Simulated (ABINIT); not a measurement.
The system is CdS (Hawleyite).

```
CELL_PARAMETERS angstrom
0.00000 2.91650 2.91650
2.91650 0.00000 2.91650
2.91650 2.91650 0.00000
ATOMIC_POSITIONS crystal
Cd 0.00000 0.00000 0.00000
S 0.75000 0.75000 0.75000
```

Program: ABINIT 10.8.3 (patched build). Alike in all runs: no spin polarisation; cell as given; smearing fermi-dirac 0.05 eV. Hardware: 1 thread of Arm Neoverse V2 (shared host).

**Question.** Order these runs on this cell by their wall time, lowest first.
A. task single point; level PBEsol; potentials or basis JTH PAW PBE v2.0; k mesh 5 × 5 × 5; cutoff (eV) 544; fine-grid cutoff 1088.46 eV
B. task band structure; level r2SCAN; potentials or basis JTH PAW LDA v2.0; k mesh 8 × 8 × 8; cutoff (eV) 653; fine-grid cutoff 1251.72 eV
C. task band structure; level WC; potentials or basis JTH PAW PBE v2.0; k mesh 8 × 8 × 8; cutoff (eV) 544; fine-grid cutoff 1088.46 eV

**Answer.** A (20 s), C (160 s), B (750 s).

Runs at the PBE level aren't shown here.
